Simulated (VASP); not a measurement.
# SnSe (Fm-3m) in VASP: further runs, part 2 of 2

VASP 6.6.1. Earlier steps stand in the parts before.

## Step 3: Relaxation of cell and atoms, LDA

The input, INCAR:

```
SYSTEM = SnSe
PREC     = Accurate       ! precision mode
ENCUT    = 600            ! plane-wave cutoff, eV
EDIFF    = 1E-7           ! SCF threshold, eV
ISMEAR   = 0              ! smearing method
SIGMA    = 0.02           ! smearing width, eV
LREAL    = .False.        ! projectors in reciprocal space
LASPH    = .True.         ! aspherical terms in the spheres
NELM     = 100            ! most SCF steps
ALGO     = Normal         ! electronic algorithm
ISIF     = 3              ! what is computed and relaxed
LWAVE    = .False.        ! write WAVECAR
LCHARG   = .False.        ! write CHGCAR
GGA      = CA             ! functional
IBRION   = 2              ! ionic algorithm
NSW      = 70             ! ionic steps
EDIFFG   = -0.005         ! ionic threshold
```

The input, KPOINTS:

```
regular mesh
0
Gamma
  10 10 10
  0 0 0
```

The input, POSCAR:

```
SnSe
1.0
    0.0000000000      2.9887688240      2.9887688240
    2.9887688240      0.0000000000      2.9887688240
    2.9887688240      2.9887688240      0.0000000000
Sn Se
1 1
Direct
    0.0000000000      0.0000000000      0.0000000000
    0.5000000000      0.5000000000      0.5000000000
```

Potentials or basis: VASP PAW LDA potentials, release 64 (Sn_d, Se).

Run with:

```
> cat potpaw_LDA.64/Sn_d/POTCAR potpaw_LDA.64/Se/POTCAR > POTCAR
> mpirun -np 1 vasp_std > vasp.out
```

OUTCAR:

```text
SYSTEM = SnSe
   PREC = Accurate
   ENCUT = 600
   EDIFF = 1E-7
   ISMEAR = 0
   LREAL = .False.
   LASPH = .True.
   NELM = 100
   ISIF = 3
   GGA = CA
   IBRION = 2
   NSW = 70
   EDIFFG = -0.005

 ion  position               nearest neighbor table
   1  0.000  0.000  0.000-   2 2.99   2 2.99   2 2.99   2 2.99   2 2.99   2 2.99
   2  0.500  0.500  0.500-   1 2.99   1 2.99   1 2.99   1 2.99   1 2.99   1 2.99

  LATTYP: Found a face centered cubic cell.
 ALAT       =     5.9775376480

  Lattice vectors:

 A1 = (   0.0000000000,   2.9887688240,   2.9887688240)
 A2 = (   2.9887688240,   0.0000000000,   2.9887688240)
 A3 = (   2.9887688240,   2.9887688240,   0.0000000000)

Analysis of symmetry for initial positions (statically):
=====================================================================
 Subroutine PRICEL returns:
 Original cell was already a primitive cell.

 Routine SETGRP: Setting up the symmetry group for a
 face centered cubic supercell.

 Subroutine GETGRP returns: Found 48 space group operations
 (whereof 48 operations were pure point group operations)
 out of a pool of 48 trial point group operations.

The static configuration has the point symmetry O_h .

Analysis of symmetry for dynamics (positions and initial velocities):
=====================================================================
 Subroutine PRICEL returns:
 Original cell was already a primitive cell.

 Routine SETGRP: Setting up the symmetry group for a
 face centered cubic supercell.

 Subroutine GETGRP returns: Found 48 space group operations
 (whereof 48 operations were pure point group operations)
 out of a pool of 48 trial point group operations.

The dynamic configuration has the point symmetry O_h .

 Subroutine INISYM returns: Found 48 space group operations
 (whereof 48 operations are pure point group operations),
 and found     1 'primitive' translations

----------------------------------------------------------------------------------------

                                     Primitive cell

  volume of cell :      53.3958

  direct lattice vectors                    reciprocal lattice vectors
     0.000000000  2.988768824  2.988768824    -0.167292966  0.167292966  0.167292966
[... 106 lines left out ...]
     AMIX_MAG =   1.60;   BMIX_MAG =  1.00
  volume/ion in A,a.u.               =      26.70       180.17
  Fermi-wavevector in a.u.,A,eV,Ry     =   1.180092  2.230050 18.947704  1.392617
  Thomas-Fermi vector in A             =   2.316391
   LORBIT       =      0    0 simple, 1 ext, 2 COOP (PROOUT), +10 PAW based schemes
   GGA     = CA    functional components
   LHFCALC =     F    Hartree Fock is set to
   AEXX    =    0.0000 exact exchange contribution
   IVDW    =     0    specifies the selected vdW correction
   LEPSILON=     F    determine dielectric tensor
   LRPA    =     F    only Hartree local field effects (RPA)
 conjugate gradient relaxation of ions
 non-spin polarized calculation
 Gauss-broadening in eV      SIGMA  =   0.02
  energy-cutoff  :      600.00
  volume of cell :       53.40
 maximum number of plane-waves:      1807
 NGX is ok and might be reduce to    36
   NGX = 17   NGY = 17   NGZ = 17

--------------------------------------- Ionic step        1  -------------------------------------------

 number of electron      19.9999997 magnetization

 Free energy of the ion-electron system (eV)
  ---------------------------------------------------
  ext. energy  EPLUGINS =         0.00000000
  ---------------------------------------------------
  free energy    TOTEN  =        -9.48736118 eV

  energy without entropy =       -9.48736118  energy(sigma->0) =       -9.48736118

 E-fermi :   5.6911     XC(G=0):  -9.9753

 val. band max:        5.5806972937   @ k =  -0.2000   0.2000   0.0000
 cond. band min:       6.0922857619   @ k =  -0.4000   0.1000   0.0000
 fundamental gap:      0.5115884682
 Fermi energy:         5.6911189104

 k-point     1 :       0.0000    0.0000    0.0000
  band No.  band energies     occupation
      1     -15.8262      2.00000
      2     -15.8262      2.00000
      3     -15.8234      2.00000
      4     -15.8234      2.00000
      5     -15.8234      2.00000
      6      -8.3448      2.00000
      7       0.5516      2.00000
      8       3.4428      2.00000
      9       3.4428      2.00000
     10       3.4428      2.00000
     11       9.9645      0.00000
     12       9.9645      0.00000
     13       9.9645      0.00000
     14      11.5066      0.00000
[... 462 lines left out ...]
--------------------------------------- Ionic step        3  -------------------------------------------

 number of electron      20.0000000 magnetization

 Free energy of the ion-electron system (eV)
  ---------------------------------------------------
  ext. energy  EPLUGINS =         0.00000000
  ---------------------------------------------------
  free energy    TOTEN  =        -9.50126904 eV

  energy without entropy =       -9.50126904  energy(sigma->0) =       -9.50126904

 E-fermi :   6.2200     XC(G=0): -10.1483

 val. band max:        6.1201731703   @ k =  -0.2000   0.2000   0.0000
 cond. band min:       6.5535173551   @ k =  -0.4000   0.1000   0.0000
 fundamental gap:      0.4333441848
 Fermi energy:         6.2199617036

 k-point     1 :       0.0000    0.0000    0.0000
  band No.  band energies     occupation
      1     -15.3760      2.00000
      2     -15.3760      2.00000
      3     -15.3713      2.00000
      4     -15.3713      2.00000
      5     -15.3713      2.00000
      6      -8.1692      2.00000
      7       1.1348      2.00000
      8       3.7801      2.00000
      9       3.7801      2.00000
     10       3.7801      2.00000
     11      10.5622      0.00000
     12      10.5622      0.00000
     13      10.5622      0.00000
     14      11.9133      0.00000
[... 420 lines left out ...]
  FREE ENERGIE OF THE ION-ELECTRON SYSTEM (eV)
  ---------------------------------------------------
  free  energy   TOTEN  =        -9.5012690362 eV

  energy  without entropy=       -9.5012690362  energy(sigma->0) =       -9.50126904

 reached required accuracy - stopping structural energy minimisation
```

Run time: 97 s. Hardware: 1 thread of Intel Xeon Platinum 8375C at 2.90GHz (Ice Lake), shared host; peak memory 0.21 GiB.

Results:

```yaml
Free_energy: -9.5013 eV
Relaxed_volume: 25.69 Å³/atom
Relaxed_cell: a = 4.173 Å, b = 4.173 Å, c = 4.173 Å, α = 60.00°, β = 60.00°, γ = 60.00°
Space_group_after_relaxing_to_0.05_Å: Fm-3m (No. 225)
Energy_gained_by_relaxing: 7.0 meV/atom
Ionic_steps: 3
Pressure_after_relaxing: 0.0 GPa
Band_gap_on_the_k_mesh: 0.43 eV, indirect (least direct gap 0.57 eV)
```

The path:
| step | energy change (eV) | largest force (eV/Å) | pressure (GPa) | volume (Å³) |
| --- | --- | --- | --- | --- |
| 1 | 0.0000 | 0.0000 | -2.14 | 53.40 |
| 2 | -0.0121 | 0.0000 | 0.83 | 50.69 |
| 3 | -0.0139 | 0.0000 | -0.01 | 51.38 |

Final structure:
```xyz
2
Lattice="0.0000 2.9506 2.9506 2.9506 0.0000 2.9506 2.9506 2.9506 0.0000" Properties=species:S:1:pos:R:3 pbc="T T T"
Sn    0.0000    0.0000    0.0000
Se    2.9506    2.9506    2.9506
```

Caveat: spin-orbit coupling is left out, which moves the levels of the heavy elements. A k mesh can miss the band edges.
